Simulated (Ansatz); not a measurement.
System: rutile GeO2. Method: G0W0@PBE in Ansatz (hard PAW, contour deformation).

The same calculation (at the measured cell, 9.262 Å³/atom) with different numerical settings; throughout: response cutoff 100 eV, empty bands 232:

```json
[
 {"run": "1", "k mesh": "2×2×4", "quasiparticle gap on the mesh (eV)": "3.720", "quasiparticle gap at Γ (eV)": "3.720", "rough time": "100 core-s"},
 {"run": "2", "k mesh": "4×4×6", "quasiparticle gap on the mesh (eV)": "3.828", "quasiparticle gap at Γ (eV)": "3.828", "rough time": "10 core-min"},
 {"run": "3", "k mesh": "6×6×8", "quasiparticle gap on the mesh (eV)": "___", "quasiparticle gap at Γ (eV)": "___", "rough time": "90 core-min"}
]
```

Question: What belongs in the gaps?

Answer: 
- 3, quasiparticle gap on the mesh (eV): 3.823
- 3, quasiparticle gap at Γ (eV): 3.823

In the column quasiparticle gap on the mesh (eV) the first row differs from the last by -0.103 and the next to last by +0.005.

The last row is no converged limit: other settings stay fixed.

Spin–orbit coupling is not included.

Note: filled d or f shells below the valence bands can shift G0W0 gaps through exchange with them, which wasn't tested here.

Ansatz is an electronic-structure program.
